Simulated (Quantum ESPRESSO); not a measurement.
**SnSe under changes of volume**

One of the cells (27.271 Å³/atom); the others are scaled copies at fixed shape and fractional positions:

```
Sn Se
1.0
     0.00000    3.01000    3.01000
     3.01000    0.00000    3.01000
     3.01000    3.01000    0.00000
Sn Se
1 1
Direct
  0.00000 0.00000 0.00000
  0.50000 0.50000 0.50000
```

Measurements of this composition are mostly on another form, of space group No. 62.

* Program: Quantum ESPRESSO 7.5
* Functional: r2SCAN
* Potentials or basis: SG15 PBE 1.2
* Cutoff: 952 eV
* Density cutoff: 3810 eV
* k mesh: 6 × 6 × 6
* Occupations: fermi-dirac, width 0.05 eV
* Spin: no spin polarisation

```csv
volume (Å³/atom),energy over the lowest point (meV/atom),pressure (GPa),gap on the mesh (eV)
25.635,7.69,2.4,0.55
26.180,1.71,1.1,0.46
26.725,0.00,-0.1,0.36
27.271,2.09,-1.1,0.28
27.816,7.56,-2.0,0.19
28.362,?,?,?
28.907,26.87,-3.5,0.04
```

What does the run at 28.362 Å³/atom give?

Energy over the lowest point 15.96 meV/atom; pressure -2.8 GPa; gap on the mesh 0.12 eV.

Worked out: A Birch-Murnaghan fit of order 3 (a polynomial in V^(-2/3)) to the other rows has its minimum at 26.68 Å³/atom with B0 = V·E''(V) = 55 GPa and B' = 5.3. It gives 15.93 meV/atom at 28.362 Å³/atom, against the run's 15.96, and -dE/dV = -2.9 GPa, against -2.8.

Energies are extrapolated to zero smearing.

Caveats: the potentials were made for another functional, which shifts forces and pressure; spin-orbit coupling is left out, which moves the levels of the heavy elements.

A mesh can miss the band edges.
